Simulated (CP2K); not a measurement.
Runs of CP2K 2026.2 on Au. The structure is cubic, space group Pm-3m (No. 221). Conventional cell: a = 2.748 Å, b = 2.748 Å, c = 2.748 Å, α = 90.00°, β = 90.00°, γ = 90.00°. Au (site symmetry m-3m) is surrounded by 6 Au at 2.75 Å. The cell was built by a generator and needn't be a form met in nature.

```csv
task,level,potentials or basis,cell,k mesh,smearing,EPS_DEFAULT,k points reduced by the point group,basis sets,potentials,points a segment of the path (NPOINTS),gap on the mesh (eV),pressure (GPa),relaxed volume (Å³/atom)
band structure,LDA,GTH_POTENTIALS Au GTH-PADE-q11; TZVP-MOLOPT-PBE-GTH basis,as given,10 × 10 × 10,fermi-dirac 0.0259 eV,1.0E-9,yes,Au TZVP-MOLOPT-PBE-GTH-q11,Au GTH-PADE-q11 of GTH_POTENTIALS,10,none,-6.3,-
relaxation of cell and atoms,BLYP,POTENTIAL_UZH Au GTH-PBE-q11; TZVP-MOLOPT-PBE-GTH basis,relaxed,7 × 7 × 7,fermi-dirac 0.05 eV,1.0E-9,-,Au TZVP-MOLOPT-PBE-GTH-q11,Au GTH-PBE-q11 of POTENTIAL_UZH,-,none,0.0,(b)
single point,PBE,POTENTIAL_UZH Au GTH-PBE-q11; TZVP-MOLOPT-PBE-GTH basis,as given,10 × 10 × 10,fermi-dirac 0.05 eV,1.0E-10,yes,Au TZVP-MOLOPT-PBE-GTH-q11,Au GTH-PBE-q11 of POTENTIAL_UZH,-,none,3.8,-
relaxation of cell and atoms,PBEsol,POTENTIAL_UZH Au GTH-PBE-q11; TZVP-MOLOPT-PBE-GTH basis,relaxed,7 × 7 × 7,fermi-dirac 0.05 eV,1.0E-9,-,Au TZVP-MOLOPT-PBE-GTH-q11,Au GTH-PBE-q11 of POTENTIAL_UZH,-,none,0.0,20.38
relaxation of cell and atoms,PBE,POTENTIAL_UZH Au GTH-PBE-q11; TZVP-MOLOPT-PBE-GTH basis,relaxed,7 × 7 × 7,fermi-dirac 0.05 eV,1.0E-9,-,Au TZVP-MOLOPT-PBE-GTH-q11,Au GTH-PBE-q11 of POTENTIAL_UZH,-,none,0.0,(c)
relaxation of cell and atoms,LDA,POTENTIAL_UZH Au GTH-PBE-q11; TZVP-MOLOPT-PBE-GTH basis,relaxed,7 × 7 × 7,fermi-dirac 0.05 eV,1.0E-9,-,Au TZVP-MOLOPT-PBE-GTH-q11,Au GTH-PBE-q11 of POTENTIAL_UZH,-,none,0.0,(a)
band structure,PBEsol,POTENTIAL_UZH Au GTH-PBE-q11; TZVP-MOLOPT-PBE-GTH basis,as given,10 × 10 × 10,fermi-dirac 0.1 eV,1.0E-9,yes,Au TZVP-MOLOPT-PBE-GTH-q11,Au GTH-PBE-q11 of POTENTIAL_UZH,6,none,-2.1,-
band structure,r2SCAN,POTENTIAL_UZH Au GTH-SCAN-q11; TZVP-MOLOPT-SCAN-GTH basis,as given,10 × 10 × 10,fermi-dirac 0.05 eV,1.0E-10,yes,Au TZVP-MOLOPT-SCAN-GTH-q11,Au GTH-SCAN-q11 of POTENTIAL_UZH,10,none,-2.2,-
```

Alike in all rows: no spin polarisation.

Fill in the values left out.

(a) 20.07; (b) 23.19; (c) 21.36.

Caveats: with these potentials and basis sets, volumes of gold and of layered tellurides can stand 1.5 % and more from those of plane-wave programs; the basis of atomic orbitals isn't converged, which shifts pressures, moduli and gaps; the potentials were made for another functional, which shifts forces and pressure (some runs).

A k mesh can miss the band edges, and the runs leave out spin-orbit coupling on Au.

A gap of «none» marks a metal or a gap under the smearing width.

Not every run made on this cell is shown here.
